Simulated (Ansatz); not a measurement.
# Zn2Cu3Sn2S8: the cost of one run

Method: DFT PBE, plane waves, PAW, scalar-relativistic, no spin polarisation, in Ansatz 0.2.0.

**1. Starting point**

The cell holds 15 atoms (Cu3S8Sn2Zn2): a = 5.410 Å, b = 5.410 Å, c = 10.822 Å, α = 90.00°, β = 90.00°, γ = 90.00°.

As a file:

```xyz
15
Lattice="5.4103 0.0000 0.0000 0.0000 5.4103 0.0000 0.0000 0.0000 10.8224" Properties=species:S:1:pos:R:3 pbc="T T T"
Zn    0.0000    2.7051    2.7056
Cu    2.7051    0.0000    2.7056
Sn    0.0000    0.0000    5.4112
S     1.3106    1.2732    1.3960
S     1.3945    1.4319    6.8072
S     1.4319    4.0158    4.0152
S     1.2732    4.0997    9.4264
Zn    2.7051    0.0000    8.1168
Cu    2.7051    2.7051    5.4112
Cu    0.0000    2.7051    8.1168
Sn    2.7051    2.7051    0.0000
S     4.0158    3.9784    6.8072
S     4.0997    4.1371    1.3960
S     4.1371    1.3106    9.4264
S     3.9784    1.3945    4.0152
```

**2. Run 1**

80 steps of 2 fs under a Langevin thermostat at 900 K.

File input.yaml:

```yaml
accuracy: low
crystal:
  lattice:
    - [5.410295, 0.0, 0.0]
    - [0.0, 5.410295, 0.0]
    - [0.0, 0.0, 10.822417]
  atoms:
    - { symbol: Zn, position: [0.0, 0.5, 0.25] }
    - { symbol: Cu, position: [0.5, 0.0, 0.25] }
    - { symbol: Sn, position: [0.0, 0.0, 0.5] }
    - { symbol: S, position: [0.2422469, 0.2353337, 0.1289934] }
    - { symbol: S, position: [0.2577531, 0.2646663, 0.6289934] }
    - { symbol: S, position: [0.2646663, 0.7422469, 0.3710066] }
    - { symbol: S, position: [0.2353337, 0.7577531, 0.8710066] }
    - { symbol: Zn, position: [0.5, 0.0, 0.75] }
    - { symbol: Cu, position: [0.5, 0.5, 0.5] }
    - { symbol: Cu, position: [0.0, 0.5, 0.75] }
    - { symbol: Sn, position: [0.5, 0.5, 0.0] }
    - { symbol: S, position: [0.7422469, 0.7353337, 0.6289934] }
    - { symbol: S, position: [0.7577531, 0.7646663, 0.1289935] }
    - { symbol: S, position: [0.7646663, 0.2422469, 0.8710066] }
    - { symbol: S, position: [0.7353337, 0.2577531, 0.3710065] }
total_charge: -1
basis:
  ecutwfc: 420.0
kpoints:
  mp_grid: { grid: [2, 2, 1] }
hamiltonian:
  xc: pbe
scf:
  occupations: { method: fermi_dirac, width: 0.05 }
  lower_state_search: "off"
md:
  timestep: 2
  n_steps: 80
  ensemble: nvt_langevin
  temperature: 900.0
  initial_velocities: maxwell_boltzmann
  seed: 51019
  friction: 0.005
```

The run is started by

```sh
ansatz run input.yaml --threads 1 --pin off --max-ram 3072MiB --backend cpu --events-out ev --progress --plain --runs-dir out
```

**Question.** How long does this run take on 1 thread of Intel Xeon Platinum 8488C (Sapphire Rapids), shared host, and how much memory does it need?

About 6.9 min, with a peak of 0.77 GiB.
